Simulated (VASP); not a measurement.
# CdS (Greenockite) (P6_3mc) in VASP: a series of runs

The runs below take CdS (Greenockite) through single point, with PBE.

All numbers are computed with VASP 6.6.1; they aren't measurements. Logs are shortened: lines on timing, memory, paths and dates and some standing lists are left out, and cuts for length are marked.

**Experimental background.**

“Isotope dependence of band-gap energy”, 2008, arxiv:0807.2152 quotes, for a bulk crystal of CdS: band gap 2.5809 ± 0.0002 eV.

How close the calculation comes is told below.

## Step 1: Starting point

It takes space group P6_3mc (No. 186, hexagonal). The conventional cell has a = 4.150 Å, b = 4.150 Å, c = 6.737 Å, α = 90.00°, β = 90.00°, γ = 120.00°. Cd (site symmetry 3m) has 4 S at 2.53 to 2.54 Å as nearest neighbours. S (site symmetry 3m) is surrounded by 4 Cd at 2.53 to 2.54 Å.

## Step 2: Single point, PBE

INCAR reads:

```
PREC = Accurate ; ENCUT = 520
EDIFF = 1E-6 ; ISMEAR = 0
SIGMA = 0.027000000000000003 ; LREAL = False
LASPH = True ; NELM = 80
ALGO = Normal ; ISIF = 2
LWAVE = False ; LCHARG = False
GGA = PE
```

KPOINTS reads:

```
Automatic mesh
0
Gamma
  7 7 4
```

POSCAR reads:

```
CdS
1.0
    4.1500000000      0.0000000000      0.0000000000
   -2.0750000000      3.5940054257      0.0000000000
    0.0000000000      0.0000000000      6.7370000000
Cd S
2 2
Direct
    0.6666666667      0.3333333333      0.5000000000
    0.3333333333      0.6666666667      0.0000000000
    0.6666666667      0.3333333333      0.8750000000
    0.3333333333      0.6666666667      0.3750000000
```

Potentials or basis: VASP PAW PBE potentials, release 64 (Cd, S).

On the command line:

```
> cat potpaw_PBE.64/Cd/POTCAR potpaw_PBE.64/S/POTCAR > POTCAR
> mpirun -np 1 vasp_std > vasp.out
```

OUTCAR:

```text
PREC = Accurate
   ENCUT = 520
   EDIFF = 1E-6
   ISMEAR = 0
   LREAL = False
   LASPH = True
   NELM = 80
   ISIF = 2
   GGA = PE

 ion  position               nearest neighbor table
   1  0.667  0.333  0.500-   3 2.53   4 2.54   4 2.54   4 2.54
   2  0.333  0.667  0.000-   4 2.53   3 2.54   3 2.54   3 2.54
   3  0.667  0.333  0.875-   1 2.53   2 2.54   2 2.54   2 2.54
   4  0.333  0.667  0.375-   2 2.53   1 2.54   1 2.54   1 2.54

  LATTYP: Found a hexagonal cell.
 ALAT       =     4.1500000000
 C/A-ratio  =     1.6233734940

  Lattice vectors:

 A1 = (   4.1500000000,   0.0000000000,   0.0000000000)
 A2 = (  -2.0750000000,   3.5940054257,   0.0000000000)
 A3 = (   0.0000000000,   0.0000000000,   6.7370000000)

Analysis of symmetry for initial positions (statically):
=====================================================================
 Subroutine PRICEL returns:
 Original cell was already a primitive cell.

 Routine SETGRP: Setting up the symmetry group for a
 hexagonal supercell.

 Subroutine GETGRP returns: Found 12 space group operations
 (whereof  6 operations were pure point group operations)
 out of a pool of 24 trial point group operations.

The static configuration has the point symmetry C_3v.
 The point group associated with its full space group is C_6v.

Analysis of symmetry for dynamics (positions and initial velocities):
=====================================================================
 Subroutine PRICEL returns:
 Original cell was already a primitive cell.

 Routine SETGRP: Setting up the symmetry group for a
 hexagonal supercell.

 Subroutine GETGRP returns: Found 12 space group operations
 (whereof  6 operations were pure point group operations)
 out of a pool of 24 trial point group operations.

The dynamic configuration has the point symmetry C_3v.
 The point group associated with its full space group is C_6v.

 Subroutine INISYM returns: Found 12 space group operations
 (whereof  6 operations are pure point group operations),
 and found     1 'primitive' translations

----------------------------------------------------------------------------------------

                                     Primitive cell

  volume of cell :     100.4832

  direct lattice vectors                    reciprocal lattice vectors
     4.150000000  0.000000000  0.000000000     0.240963855  0.139120547  0.000000000
    -2.075000000  3.594005426  0.000000000     0.000000000  0.278241094  0.000000000
     0.000000000  0.000000000  6.737000000     0.000000000  0.000000000  0.148434021

  length of vectors
     4.150000000  4.150000000  6.737000000     0.278241094  0.278241094  0.148434021

  position of ions in fractional coordinates (direct lattice)
     0.666666667  0.333333333  0.500000000
     0.333333333  0.666666667  0.000000000
     0.666666667  0.333333333  0.875000000
     0.333333333  0.666666667  0.375000000

  ion indices of the primitive-cell ions
   primitive index   ion index
                 1           1
                 2           2
                 3           3
                 4           4

----------------------------------------------------------------------------------------

 KPOINTS: Automatic mesh

Automatic generation of k-mesh.
 Grid dimensions read from file:
 generate k-points for:    7    7    4

 Generating k-lattice:

  Cartesian coordinates                     Fractional coordinates (reciprocal lattice)
     0.034423408  0.019874364  0.000000000     0.142857143  0.000000000  0.000000000
     0.000000000  0.039748728  0.000000000     0.000000000  0.142857143  0.000000000
     0.000000000  0.000000000  0.037108505     0.000000000  0.000000000  0.250000000

  Length of vectors
     0.039748728  0.039748728  0.037108505

  Shift w.r.t. Gamma in fractional coordinates (k-lattice)
     0.000000000  0.000000000  0.000000000

 Subroutine IBZKPT returns following result:
 ===========================================

 Found     24 irreducible k-points:

 Following reciprocal coordinates:
            Coordinates               Weight
  0.000000  0.000000  0.000000      1.000000
  0.142857 -0.000000  0.000000      6.000000
  0.285714 -0.000000  0.000000      6.000000
  0.428571 -0.000000  0.000000      6.000000
  0.142857  0.142857  0.000000      6.000000
  0.285714  0.142857  0.000000     12.000000
[... 16 lines left out ...]
  0.428571  0.142857  0.500000      6.000000
  0.285714  0.285714  0.500000      6.000000
   k-points           NKPTS =     24   k-points in BZ     NKDIM =     24   number of bands    NBANDS=     22
   number of dos      NEDOS =    301   number of ions     NIONS =      4
   total plane-waves  NPLWV =  51200
   dimension x,y,z NGX =    32 NGY =   32 NGZ =   50
   dimension x,y,z NGXF=    64 NGYF=   64 NGZF=  100
   ions per type =               2   2
   NGX,Y,Z   is equivalent  to a cutoff of  12.82, 12.82, 12.34 a.u.
   NGXF,Y,Z  is equivalent  to a cutoff of  25.64, 25.64, 24.68 a.u.
 SYSTEM =  unknown system
   PREC   = accura    normal or accurate (medium, high low for compatibility)
   ISTART =      0    job   : 0-new  1-cont  2-samecut
   ICHARG =      2    charge: 1-file 2-atom 10-const
   ISPIN  =      1    spin polarized calculation?
   LNONCOLLINEAR =      F non collinear calculations
   LSORBIT =      F    spin-orbit coupling
   LASPH  =      T    aspherical Exc in radial PAW
   ENCUT  =  520.0 eV  38.22 Ry    6.18 a.u.   7.72  7.72 12.53*2*pi/ulx,y,z
   NELM   =     80;   NELMIN=  2; NELMDL= -5     # of ELM steps
   EDIFF  = 0.1E-05   stopping-criterion for ELM
   LREAL  =      F    real-space projection
   EDIFFG = 0.1E-04   stopping-criterion for IOM
   NSW    =      0    number of steps for IOM
   IBRION =     -1    ionic relax: 0-MD 1-quasi-New 2-CG
   NFREE  =      0    steps in history (QN), initial steepest desc. (CG)
   ISIF   =      2    stress and relaxation
   ISYM   =      2    0-nonsym 1-usesym 2-fastsym
   POTIM  = 0.5000    time-step for ionic-motion
   TEBEG  =    0.0;   TEEND  =   0.0 temperature during run
   PSTRESS=    0.0 pullay stress
   NELECT =      36.0000    total number of electrons
   NUPDOWN=      -1.0000    fix difference up-down
   EMIN   =  10.00;   EMAX   =-10.00  energy-range for DOS
   EFERMI =   0.00;   METHOD = LEGACY
   ISMEAR =     0;   SIGMA  =   0.03  broadening in eV -4-tet -1-fermi 0-gaus
   EFERMI_NEDOS =   21; number of points for ismear=-14 and -15
   IALGO  =     38    algorithm
   IMIX   =      4    mixing-type and parameters
     AMIX     =   0.40;   BMIX     =  1.00
     AMIX_MAG =   1.60;   BMIX_MAG =  1.00
  volume/ion in A,a.u.               =      25.12       169.52
  Fermi-wavevector in a.u.,A,eV,Ry     =   1.162727  2.197236 18.394190  1.351935
  Thomas-Fermi vector in A             =   2.299285
   LORBIT       =      0    0 simple, 1 ext, 2 COOP (PROOUT), +10 PAW based schemes
   GGA     = PE    functional components
   LHFCALC =     F    Hartree Fock is set to
   AEXX    =    0.0000 exact exchange contribution
   IVDW    =     0    specifies the selected vdW correction
   LEPSILON=     F    determine dielectric tensor
   LRPA    =     F    only Hartree local field effects (RPA)
 non-spin polarized calculation
 Gauss-broadening in eV      SIGMA  =   0.03
  energy-cutoff  :      520.00
  volume of cell :      100.48
 maximum number of plane-waves:      2731
 NGX is ok and might be reduce to    32
   NGX = 15   NGY = 15   NGZ = 25

 number of electron      35.9999997 magnetization

 Free energy of the ion-electron system (eV)
  ---------------------------------------------------
  ext. energy  EPLUGINS =         0.00000000
  ---------------------------------------------------
  free energy    TOTEN  =       -12.26714803 eV

  energy without entropy =      -12.26714803  energy(sigma->0) =      -12.26714803

 E-fermi :   1.3727     XC(G=0):  -9.0853

 val. band max:        1.2059031739   @ k =   0.0000   0.0000   0.0000
 cond. band min:       2.4043033630   @ k =   0.0000   0.0000   0.0000
 fundamental gap:      1.1984001891
 Fermi energy:         1.3726961662

 k-point     1 :       0.0000    0.0000    0.0000
  band No.  band energies     occupation
      1     -11.0906      2.00000
      2     -10.6659      2.00000
      3      -6.4680      2.00000
      4      -6.4460      2.00000
      5      -6.4460      2.00000
      6      -6.3606      2.00000
[... 14 lines left out ...]
     21       7.6793      0.00000
     22       7.6793      0.00000

 k-point     2 :       0.1429   -0.0000    0.0000
  band No.  band energies     occupation
      1     -11.0216      2.00000
      2     -10.6365      2.00000
      3      -6.4429      2.00000
      4      -6.4190      2.00000
      5      -6.3955      2.00000
      6      -6.3282      2.00000
[... 14 lines left out ...]
     21       7.0924      0.00000
     22       7.9598      0.00000

 k-point     3 :       0.2857   -0.0000    0.0000
  band No.  band energies     occupation
      1     -10.8574      2.00000
      2     -10.5780      2.00000
      3      -6.3924      2.00000
      4      -6.3697      2.00000
      5      -6.2745      2.00000
      6      -6.2328      2.00000
[... 14 lines left out ...]
     21       6.6626      0.00000
     22       7.4951      0.00000

 k-point     4 :       0.4286   -0.0000    0.0000
  band No.  band energies     occupation
      1     -10.7072      2.00000
      2     -10.5489      2.00000
      3      -6.3657      2.00000
      4      -6.3446      2.00000
      5      -6.1891      2.00000
      6      -6.1646      2.00000
[... 14 lines left out ...]
     21       6.3804      0.00000
     22       7.5256      0.00000

 k-point     5 :       0.1429    0.1429    0.0000
  band No.  band energies     occupation
      1     -10.9047      2.00000
      2     -10.5928      2.00000
      3      -6.3981      2.00000
      4      -6.3882      2.00000
      5      -6.2975      2.00000
      6      -6.2804      2.00000
[... 14 lines left out ...]
     21       6.7832      0.00000
     22       7.2816      0.00000

 k-point     6 :       0.2857    0.1429    0.0000
  band No.  band energies     occupation
      1     -10.7444      2.00000
      2     -10.5528      2.00000
      3      -6.3710      2.00000
      4      -6.3425      2.00000
      5      -6.2117      2.00000
      6      -6.1929      2.00000
[... 14 lines left out ...]
     21       6.4425      0.00000
     22       7.3037      0.00000

 k-point     7 :       0.4286    0.1429    0.0000
  band No.  band energies     occupation
      1     -10.6573      2.00000
      2     -10.5509      2.00000
      3      -6.3696      2.00000
      4      -6.3214      2.00000
      5      -6.1643      2.00000
      6      -6.1533      2.00000
[... 324 lines left out ...]
      6      -6.2510      2.00000
[... 14 lines left out ...]
     21       6.6175      0.00000
     22       6.6175      0.00000

 k-point    21 :       0.1429    0.1429    0.5000
  band No.  band energies     occupation
      1     -10.7410      2.00000
      2     -10.7410      2.00000
      3      -6.3431      2.00000
      4      -6.3431      2.00000
      5      -6.3227      2.00000
      6      -6.3227      2.00000
[... 14 lines left out ...]
     21       6.5876      0.00000
     22       6.5876      0.00000

 k-point    22 :       0.2857    0.1429    0.5000
  band No.  band energies     occupation
      1     -10.6387      2.00000
      2     -10.6387      2.00000
      3      -6.3167      2.00000
      4      -6.3167      2.00000
      5      -6.2664      2.00000
      6      -6.2664      2.00000
[... 14 lines left out ...]
     21       6.8036      0.00000
     22       6.8036      0.00000

 k-point    23 :       0.4286    0.1429    0.5000
  band No.  band energies     occupation
      1     -10.5935      2.00000
      2     -10.5935      2.00000
      3      -6.3109      2.00000
      4      -6.3109      2.00000
      5      -6.2492      2.00000
      6      -6.2492      2.00000
[... 14 lines left out ...]
     21       6.8437      0.00000
     22       6.8437      0.00000

 k-point    24 :       0.2857    0.2857    0.5000
  band No.  band energies     occupation
      1     -10.5833      2.00000
      2     -10.5833      2.00000
      3      -6.2872      2.00000
      4      -6.2872      2.00000
      5      -6.2529      2.00000
      6      -6.2529      2.00000
[... 14 lines left out ...]
     21       7.2241      0.00000
     22       7.2241      0.00000

------------------------ aborting loop because EDIFF is reached ----------------------------------------

  FORCE on cell =-STRESS in cart. coord.  units (eV):
  Direction    XX          YY          ZZ          XY          YZ          ZX
  --------------------------------------------------------------------------------------
  -------------------------------------------------------------------------------------
  Total        1.3768454      1.3768454      1.7889216      0.0000000      0.0000000      0.0000000
  in kB       21.9534308     21.9534308     28.5238751      0.0000000      0.0000000      0.0000000
  external PRESSURE =      24.1435789 kB  Pullay stress =       0.0000000 kB

 VOLUME and BASIS-vectors are now :
 -----------------------------------------------------------------------------
  energy-cutoff  :      520.00
  volume of cell :      100.48
      direct lattice vectors                 reciprocal lattice vectors
     4.150000000  0.000000000  0.000000000     0.240963855  0.139120547  0.000000000
    -2.075000000  3.594005426  0.000000000     0.000000000  0.278241094  0.000000000
     0.000000000  0.000000000  6.737000000     0.000000000  0.000000000  0.148434021

 POSITION                                       TOTAL-FORCE (eV/Angst)
 -----------------------------------------------------------------------------------
      2.07500      1.19800      3.36850         0.000000     -0.000000     -0.069318
     -0.00000      2.39600      0.00000        -0.000000      0.000000     -0.069318
      2.07500      1.19800      5.89487        -0.000000      0.000000      0.069318
     -0.00000      2.39600      2.52637         0.000000     -0.000000      0.069318
 -----------------------------------------------------------------------------------
    total drift:                               -0.000000     -0.000000     -0.000613

  FREE ENERGIE OF THE ION-ELECTRON SYSTEM (eV)
  ---------------------------------------------------
  free  energy   TOTEN  =       -12.2671480271 eV

  energy  without entropy=      -12.2671480271  energy(sigma->0) =      -12.26714803
```

Run time: 46 s. Hardware: 1 thread of AMD EPYC 7R13 (Zen 3), shared host; peak memory 0.2 GiB.

What came out:

```
Free energy            : -12.2671 eV
Pressure               : 2.4 GPa
Largest force          : 0.069 eV/Å
Band gap on the k mesh : 1.20 eV, direct
```

Forces in eV/Å, atoms in the order of the input:
```
Cd   0.000  0.000 -0.069
Cd   0.000  0.000 -0.069
S    0.000  0.000  0.069
S    0.000  0.000  0.069
```

[end of part 1 of 2]
